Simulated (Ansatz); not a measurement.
Start from CaF2 in the fluorite structure (space group Fm-3m, No. 225; a = 5.4205 Å). Axes: x, y, z lie along the cube axes.

All numbers come from PBEsol, PAW, 420 eV (Ansatz, an electronic-structure program; without spin-orbit coupling).

A first run, uniaxial strain ε_yy = −1.31 %, gives secant values C11 ≈ 170 GPa and C12 ≈ 49 GPa from its stress. A second run applies biaxial strain −1.45 %, plane normal [001], relaxed out of plane.

Problem. What does linear elasticity predict for −ε⊥/ε∥ in the second run, and what does the run give?

Solution. Linear elasticity: 2 C12/C11 = 0.58. The run gives 0.58; any difference comes from nonlinear terms at these strains and numerical noise.

Stability against distortions was not tested.
